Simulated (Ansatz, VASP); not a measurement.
MgO: VASP beside Ansatz

```xyz
4
Lattice="3.2198 0.0000 0.0000 -1.6099 2.7884 0.0000 0.0000 0.0000 5.2837" Properties=species:S:1:pos:R:3 pbc="T T T"
Mg    0.0000    1.8589   -0.1054
Mg    1.6099    0.9295    2.5364
O     0.0000    1.8589    2.1184
O     1.6099    0.9295    4.7603
```

Alike in both runs: task single point; functional PBEsol; k mesh 9 × 9 × 6; occupations gaussian, width 0.05 eV; no spin polarisation.

|  | VASP | Ansatz |
| --- | --- | --- |
| version | VASP 6.6.1 | Ansatz 0.2.0 |
| potentials or method | VASP PAW PBE potentials, release 64 (Mg, O) | scalar-relativistic, plane waves, PAW |
| plane-wave cutoff (eV) | 520 | 520 |
| valence electrons in the cell | 16 | 32 |

|  | VASP | Ansatz | Ansatz less VASP |
| --- | --- | --- | --- |
| gap on the k mesh at the Fermi level (eV) | 3.30 | 3.30 | +0.005 |
| least direct gap on the mesh (eV) | 3.30 | 3.30 | +0.005 |
| pressure (GPa) | 3.9 | 4.0 | +0.17 |
| largest component of the traceless stress (GPa) | 14.11 | 13.90 | -0.205 |
| rms of the force components (eV/Å) | 0.524 | 0.516 | -0.0082 |

Atom by atom the forces differ by 0.008 eV/Å (rms over components). The two sets of potentials don't hold the same shells in valence. Ansatz warned: «pseudo_functional_mismatch».

Caveats: the PAW data sets were made with another functional, which shifts forces and pressure a little (VASP); an odd mesh through Γ misses points on the zone boundary, where band edges often lie.
